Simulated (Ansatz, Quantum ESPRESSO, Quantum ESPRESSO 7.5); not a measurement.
**Evanescent states of BeS, zinc blende type, lattice constant set to 4.967 Å**

Wanted: the complex band structure of BeS, zinc blende type, lattice constant set to 4.967 Å, as for a tunnel barrier.

Calculated with Quantum ESPRESSO 7.5; plane-wave DFT, PBE, GBRV ultrasoft pseudopotentials (cross-check by Ansatz 0.2.0 with PAW datasets).

The structure was built from a prototype and need not be the compound's stable phase.

### 1. The structure

Symmetry: F-43m, No. 216, cubic system. Conventional cell: a = 4.967 Å, b = 4.967 Å, c = 4.967 Å, α = 90.00°, β = 90.00°, γ = 90.00°. Nearest to Be lie 4 S at 2.15 Å. Nearest to S lie 4 Be at 2.15 Å. Farther neighbours and most contacts between anions are not listed.

Coordinates:

```cif
data_structure
_symmetry_space_group_name_H-M 'P 1'
_symmetry_Int_Tables_number 1
_cell_length_a 3.5122
_cell_length_b 3.5122
_cell_length_c 4.9670
_cell_angle_alpha 90.000
_cell_angle_beta 90.000
_cell_angle_gamma 90.000
_cell_volume 61.27
loop_
_atom_site_label
_atom_site_type_symbol
_atom_site_fract_x
_atom_site_fract_y
_atom_site_fract_z
_atom_site_occupancy
Be1 Be 0.00000 0.00000 0.00000 1
S2 S 0.50000 0.00000 0.25000 1
Be3 Be 0.50000 0.50000 0.50000 1
S4 S 0.00000 0.50000 0.75000 1
```

### 2. Ground state

pwcond needs a cell whose third axis lies along the current and stands perpendicular to the other two.

scf.in

```
&control
  prefix = 'scf'
  outdir = './out'
  pseudo_dir = './pseudo'
  calculation = 'scf'
  tprnfor = .true.
/
&system
  ibrav = 0
  nat = 4
  ntyp = 2
  ecutwfc = 40
  ecutrho = 200
  occupations = 'fixed'
  nbnd = 14
/
&electrons
  conv_thr = 1e-09
  mixing_beta = 0.6
  electron_maxstep = 120
/
ATOMIC_SPECIES
  Be  9.0122  be_pbe_v1.4.uspp.F.UPF
  S   32.0600  s_pbe_v1.4.uspp.F.UPF
CELL_PARAMETERS angstrom
  3.51219938215358 0.00000000000000 0.00000000000000
  0.00000000000000 3.51219938215358 0.00000000000000
  0.00000000000000 0.00000000000000 4.96700000000000
ATOMIC_POSITIONS crystal
  Be  0.000000000000 0.000000000000 0.000000000000
  S   0.500000000000 0.000000000000 0.250000000000
  Be  0.500000000000 0.500000000000 0.500000000000
  S   0.000000000000 0.500000000000 0.750000000000
K_POINTS automatic
  8 8 6 0 0 0
```

Launch:

```sh
$ OMP_NUM_THREADS=1 mpirun -n 2 pw.x -nk 2 -in scf.in > scf.out
```

The program printed:

```text
Program PWSCF v.7.5 starts
[citation notice left out]

     Parallel version (MPI & OpenMP), running on       2 processor cores
     Number of MPI processes:                 2
     Threads/MPI process:                     1

     MPI processes distributed on     1 nodes
[...]
Current dimensions of program PWSCF are:
     Max number of different atomic species (ntypx) = 10
     Max number of k-points (npk) =  40000
     Max angular momentum in pseudopotentials (lmaxx) =  4
     Found identity + ( -0.5000 -0.5000 -0.5000) symmetry
     This is a supercell, fractional translations are disabled
     Message from routine setup:
     using ibrav=0 with symmetry is DISCOURAGED, use correct ibrav instead

     K-points division:     npool     =       2
     Subspace diagonalization in iterative solution of the eigenvalue problem:
     a serial algorithm will be used

     G-vector sticks info
     --------------------
     sticks:   dense  smooth     PW     G-vecs:    dense   smooth      PW
     Sum         697     561    177                19763    14197    2477

     Using Slab Decomposition

     bravais-lattice index     =            0
     lattice parameter (alat)  =       6.6371  a.u.
     unit-cell volume          =     413.4748 (a.u.)^3
     number of atoms/cell      =            4
     number of atomic types    =            2
     number of electrons       =        20.00
     number of Kohn-Sham states=           14
     kinetic-energy cutoff     =      40.0000  Ry
     charge density cutoff     =     200.0000  Ry
     scf convergence threshold =      1.0E-09
     mixing beta               =       0.6000
     number of iterations used =            8  plain     mixing
     Exchange-correlation=  SLA  PW   PBX  PBC
                           (   1   4   3   4   0   0   0)

     celldm(1)=   6.637095  celldm(2)=   0.000000  celldm(3)=   0.000000
     celldm(4)=   0.000000  celldm(5)=   0.000000  celldm(6)=   0.000000

     crystal axes: (cart. coord. in units of alat)
               a(1) = (   1.000000   0.000000   0.000000 )
               a(2) = (   0.000000   1.000000   0.000000 )
               a(3) = (   0.000000   0.000000   1.414214 )

     reciprocal axes: (cart. coord. in units 2 pi/alat)
               b(1) = (  1.000000  0.000000  0.000000 )
               b(2) = (  0.000000  1.000000  0.000000 )
               b(3) = (  0.000000  0.000000  0.707107 )

     PseudoPot. # 1 for Be read from file:
     ./pseudo/be_pbe_v1.4.uspp.F.UPF
     Pseudo is Ultrasoft, Zval =  4.0
     Generated by new atomic code, or converted to UPF format
     Using radial grid of  769 points,  6 beta functions with:
                l(1) =   0
                l(2) =   0
                l(3) =   0
                l(4) =   1
                l(5) =   1
                l(6) =   2
     Q(r) pseudized with 10 coefficients,  rinner =    1.000   1.000   1.000
                                                       1.000   1.000

     PseudoPot. # 2 for S  read from file:
     ./pseudo/s_pbe_v1.4.uspp.F.UPF
     Pseudo is Ultrasoft + core correction, Zval =  6.0
     Generated by new atomic code, or converted to UPF format
     Using radial grid of  907 points,  6 beta functions with:
                l(1) =   0
                l(2) =   0
                l(3) =   1
                l(4) =   1
                l(5) =   2
                l(6) =   2
     Q(r) pseudized with  8 coefficients,  rinner =    1.300   1.300   1.300
                                                       1.300   1.300

     atomic species   valence    mass     pseudopotential
     Be                4.00     9.01220     Be( 1.00)
     S                 6.00    32.06000     S ( 1.00)

      8 Sym. Ops. (no inversion) found

   Cartesian axes

     site n.     atom                  positions (alat units)
         1        Be     tau(   1) = (   0.0000000   0.0000000   0.0000000  )
         2        S      tau(   2) = (   0.5000000   0.0000000   0.3535534  )
         3        Be     tau(   3) = (   0.5000000   0.5000000   0.7071068  )
         4        S      tau(   4) = (   0.0000000   0.5000000   1.0606602  )

     number of k points=    60
                       cart. coord. in units 2pi/alat
        k(    1) = (   0.0000000   0.0000000   0.0000000), wk =   0.0052083
        k(    2) = (   0.0000000   0.0000000   0.1178511), wk =   0.0104167
        k(    3) = (   0.0000000   0.0000000   0.2357023), wk =   0.0104167
        k(    4) = (   0.0000000   0.0000000  -0.3535534), wk =   0.0052083
        k(    5) = (   0.0000000   0.1250000   0.0000000), wk =   0.0208333
        k(    6) = (   0.0000000   0.1250000   0.1178511), wk =   0.0416667
        k(    7) = (   0.0000000   0.1250000   0.2357023), wk =   0.0416667
        k(    8) = (   0.0000000   0.1250000  -0.3535534), wk =   0.0208333
        k(    9) = (   0.0000000   0.2500000   0.0000000), wk =   0.0208333
        k(   10) = (   0.0000000   0.2500000   0.1178511), wk =   0.0416667
[...]
k(   60) = (  -0.5000000  -0.5000000  -0.3535534), wk =   0.0052083

     Dense  grid:    19763 G-vectors     FFT dimensions: (  30,  30,  45)

     Smooth grid:    14197 G-vectors     FFT dimensions: (  27,  27,  40)

     Estimated max dynamical RAM per process >      56.06 MB

     Estimated total dynamical RAM >     107.29 MB

     Initial potential from superposition of free atoms

     starting charge      19.9996, renormalised to      20.0000
     Starting wfcs are   18 randomized atomic wfcs

     total cpu time spent up to now is        0.8 secs

     per-process dynamical memory:    31.0 Mb

     Self-consistent Calculation

     iteration #  1     ecut=    40.00 Ry     beta= 0.60
     Davidson diagonalization with overlap
     ethr =  1.00E-02,  avg # of iterations =  3.5

     Threshold (ethr) on eigenvalues was too large:
     Diagonalizing with lowered threshold

     Davidson diagonalization with overlap
     ethr =  3.95E-04,  avg # of iterations =  2.1

     total cpu time spent up to now is        2.7 secs

     total energy              =    -104.99216011 Ry
     estimated scf accuracy    <       0.08105309 Ry

     iteration #  2     ecut=    40.00 Ry     beta= 0.60
[...]
total energy              =    -104.99943675 Ry
     estimated scf accuracy    <       0.00735268 Ry

     iteration #  3     ecut=    40.00 Ry     beta= 0.60
[...]
total energy              =    -105.00001303 Ry
     estimated scf accuracy    <       0.00054584 Ry

     iteration #  4     ecut=    40.00 Ry     beta= 0.60
[...]
total energy              =    -105.00009142 Ry
     estimated scf accuracy    <       0.00003617 Ry

     iteration #  5     ecut=    40.00 Ry     beta= 0.60
[...]
total energy              =    -105.00010514 Ry
     estimated scf accuracy    <       0.00001800 Ry

     iteration #  6     ecut=    40.00 Ry     beta= 0.60
[...]
total energy              =    -105.00010811 Ry
     estimated scf accuracy    <       0.00000010 Ry

     iteration #  7     ecut=    40.00 Ry     beta= 0.60
[...]
total energy              =    -105.00010825 Ry
     estimated scf accuracy    <       0.00000038 Ry

     iteration #  8     ecut=    40.00 Ry     beta= 0.60
[...]
total energy              =    -105.00010828 Ry
     estimated scf accuracy    <       0.00000003 Ry

     iteration #  9     ecut=    40.00 Ry     beta= 0.60
[...]
total energy              =    -105.00010828 Ry
     estimated scf accuracy    <          1.7E-09 Ry

     iteration # 10     ecut=    40.00 Ry     beta= 0.60
[...]
End of self-consistent calculation

          k = 0.0000 0.0000 0.0000 (  1787 PWs)   bands (ev):

   -94.3273 -94.3269  -8.5244  -6.6295   0.0436   2.3022   2.3022   4.7042
     4.7043   4.7043   7.9644   9.6641  10.0062  10.3845

          k = 0.0000 0.0000 0.1179 (  1775 PWs)   bands (ev):

   -94.3272 -94.3269  -8.4284  -6.8063   0.3294   2.4143   2.4143   4.2423
     4.4505   4.4505   8.1543   9.8224  10.0566  10.6944

          k = 0.0000 0.0000 0.2357 (  1755 PWs)   bands (ev):

   -94.3272 -94.3267  -8.1508  -7.2341   1.0814   2.7417   2.7417   3.2295
     3.8745   3.8745   8.6356   9.7084  10.3392  11.4929

          k = 0.0000 0.0000-0.3536 (  1762 PWs)   bands (ev):

   -94.3271 -94.3269  -7.7276  -7.7276   2.1046   2.1046   3.2526   3.2526
     3.2526   3.2526   9.2007   9.2008  11.1818  11.1819

          k = 0.0000 0.1250 0.0000 (  1787 PWs)   bands (ev):

   -94.3273 -94.3269  -8.4167  -6.6208   0.1580   1.8020   2.4092   3.9913
     4.4095   4.6588   8.4474  10.1697  10.2481  10.5134

          k = 0.0000 0.1250 0.1179 (  1790 PWs)   bands (ev):

   -94.3274 -94.3269  -8.3235  -6.7829   0.3541   1.9984   2.5175   3.3713
     4.4319   4.5201   8.6253  10.1104  10.3987  10.7025

[...]
highest occupied, lowest unoccupied level (ev):     4.7043    7.9644

!    total energy              =    -105.00010828 Ry
     estimated scf accuracy    <          3.6E-10 Ry

     The total energy is the sum of the following terms:
     one-electron contribution =     -35.34977896 Ry
     hartree contribution      =      16.38312371 Ry
     xc contribution           =     -27.03115191 Ry
     ewald contribution        =     -59.00230113 Ry

     convergence has been achieved in  10 iterations

     Forces acting on atoms (cartesian axes, Ry/au):

     atom    1 type  1   force =     0.00000000    0.00000000    0.00000000
     atom    2 type  2   force =     0.00000000    0.00000000   -0.00001385
     atom    3 type  1   force =     0.00000000    0.00000000    0.00000000
     atom    4 type  2   force =     0.00000000    0.00000000    0.00001385

     Total force =     0.000020     Total SCF correction =     0.000003
     SCF correction compared to forces is large: reduce conv_thr to get better values

[...]
=------------------------------------------------------------------------------=
   JOB DONE.
=------------------------------------------------------------------------------=
```

Elapsed: 13 s, on 2 MPI ranks of Arm Neoverse V2, shared host; peak memory 0.19 GiB.

Read from the output:

```
free energy                          : -1428.5993 eV
valence top, on the run's zero       : 4.704 eV
conduction bottom, on the run's zero : 7.964 eV
gap by band count                    : 3.260 eV
```

The run needed 10 iterations to bring the estimated error under 1e-09 Ry.

[end of part 1 of 4]

[Logs are printed without paths, hosts, clocks, repeated set-up lines and the standing remarks that a program may print on its own settings, such as how far it seeks lower states.]

[Hosts, paths, dates, database ids (printed as entryN), source tags and the programs' standing remarks are cut or masked in the printed files.]

[Maps of the electrostatic potential energy from Ansatz leave out the sawtooth potential of an applied field or a dipole correction, so their vacuum need not be flat; planar profiles and work functions include it.]
